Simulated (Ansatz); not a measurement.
Clean, relaxed (100) surface of Ba, space group Im-3m (No. 229) (top face towards +c; atoms held fixed, by place in the list: 1):

```
CELL_PARAMETERS angstrom
4.91620 0.00000 0.00000
0.00000 4.91620 0.00000
0.00000 0.00000 21.91620
ATOMIC_POSITIONS crystal
Ba 0.50000 0.50000 0.38784
Ba 0.00000 0.00000 0.50000
Ba 0.50000 0.50000 0.61216
```

The calculation used DFT PBE+D3(BJ), scalar-relativistic, plane waves, PAW in Ansatz. Cutoff 420 eV; k points 6×6×1 on the computed 3-atom cell (Γ-centred); Gaussian smearing, width 0.10 eV; no spin polarisation. The cell repeats along c with a dipole correction in the vacuum.

C (atom) is adsorbed on the top face, one adsorbate per 24.2 Å², and relaxed from 2 starting sites (fractions of a and b). E_ads counts from the clean slab and the free adsorbate (spin-polarised where it has unpaired electrons); negative means bound. Heights count from the highest slab atom after relaxation. Δφ is the top face's. Δp counts per cell along +c. Bonded neighbours lie within 1.25 times the sum of covalent radii (1.35 for H) and, on that scale, within 12 % of the closest. With the adsorbate the cell is lengthened along c to keep the vacuum.

```tsv
start	ends at	E_ads (eV)	height (Å)	shortest contact	Δφ (eV)	Δp (e·Å)
top (Ba) at (0.50, 0.50)	(0.50, 0.50), 1 bonded neighbour (Ba)	-1.16	2.32	C–Ba 2.32 Å	+3.69	-0.506
bridge (Ba-Ba) at (0.00, 0.50)	(0.00, 0.50), 4 bonded neighbours (Ba), largest slab move 0.9 Å	-6.04	-1.40	C–Ba 2.64 Å	-0.27	+0.081
```

Among the sites tried, the lowest end comes from the bridge (Ba-Ba) at (0.00, 0.50) start; other sites may lie lower.

Each end is the local minimum or symmetric point that its start leads to. The slab is only 4.9 Å thick, so the energies aren't converged with thickness.

For at least one of the starts the bottom face's work function also shifts by over 0.1 eV: the slab is too thin to screen the adsorbate, so the work functions aren't converged with thickness.

The adsorbed runs have no spin polarisation, so weakly bound open-shell ends lie too high.

In some of the runs charge leaks into the vacuum, so their work functions can be off.